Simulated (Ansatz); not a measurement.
The system is Hf.

```
CELL_PARAMETERS angstrom
3.19670 0.00000 0.00000
-1.59835 2.76842 0.00000
0.00000 0.00000 5.05780
ATOMIC_POSITIONS crystal
Hf 0.66667 0.33333 0.75000
Hf 0.33333 0.66667 0.25000
```

```yaml
Program: Ansatz 0.2.0
Task: relaxation of cell and atoms
Functional: HSE06
Potentials_or_basis: Ansatz PAW
Cutoff: "420 eV (not typed: the program's choice for these potentials)"
k_mesh: 5 × 5 × 3
Occupations: fermi-dirac, width 0.05 eV
Spin: no spin polarisation
```

At the start: volume 22.38 Å³/atom.

**Question.** How do energy, volume and symmetry change on relaxing?

**Answer.** It ends after 6 steps and the volume is 22.52 Å³/atom (+0.6 %); space group P6_3/mmc (No. 194, to 0.05 Å).

The path:
```tsv
step	energy change (eV)	largest force (eV/Å)	volume (Å³)
1	0.0000	0.0000	44.76
2	-0.0060	0.0000	45.51
3	-0.0087	0.0000	45.02
4	-0.0089	0.0000	45.02
5	-0.0089	0.0000	45.04
6	-0.0089	0.0000	45.04
```

Final structure:
```xyz
2
Lattice="3.2322 0.0000 0.0000 -1.6161 2.7992 0.0000 0.0000 0.0000 4.9777" Properties=species:S:1:pos:R:3 pbc="T T T"
Hf    1.6161    0.9331    3.7333
Hf    0.0000    1.8661    1.2444
```

Caveat: the k mesh is coarse (spacing up to 0.45 Å⁻¹), so the values aren't converged, least of all with exact exchange; the plane-wave basis is chosen anew once the cell has moved, so the energies of steps on either side of that aren't comparable; the PAW data sets come from PBE, with cores solved anew for the run's functional, which leaves a small shift of forces and pressure.
